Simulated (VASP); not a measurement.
## ZrB: equation of state with PBEsol

The system is ZrB.

```
CELL_PARAMETERS angstrom
0.00000 2.43232 2.43232
2.43232 0.00000 2.43232
2.43232 2.43232 0.00000
ATOMIC_POSITIONS crystal
Zr 0.00000 0.00000 0.00000
B 0.50000 0.50000 0.50000
```

```yaml
Program: VASP 6.6.1
Task: equation of state
Functional: PBEsol
Potentials_or_basis: VASP PAW PBE potentials, release 64 (Zr_sv, B)
Cutoff: 520 eV
k_mesh: 8 × 8 × 8
Occupations: fermi-dirac, width 0.05 eV
Spin: no spin polarisation
Ladder: gaps
Further_INCAR_settings: ALGO = Normal; EDIFF = 1e-06
```

```
Equilibrium volume                      : 14.40 Å³/atom
Bulk modulus                            : 169 GPa
Pressure derivative of the bulk modulus : 3.8 (rough: it moves with the points fitted)
```

Energy against volume, from the lowest point:
| volume (Å³/atom) | energy (meV/atom) |
| --- | --- |
| 13.814 | 13.65 |
| 14.102 | 3.46 |
| 14.390 | 0.00 |
| 14.678 | 2.66 |
| 14.966 | 10.88 |

All runs of the series together: 57 s on 1 thread of Intel(R) Xeon(R) Platinum 8259CL CPU @ 2.50GHz (Skylake/Cascade Lake), on a shared host.

Caveat: the PAW data sets were made with another functional, which shifts forces and pressure a little.
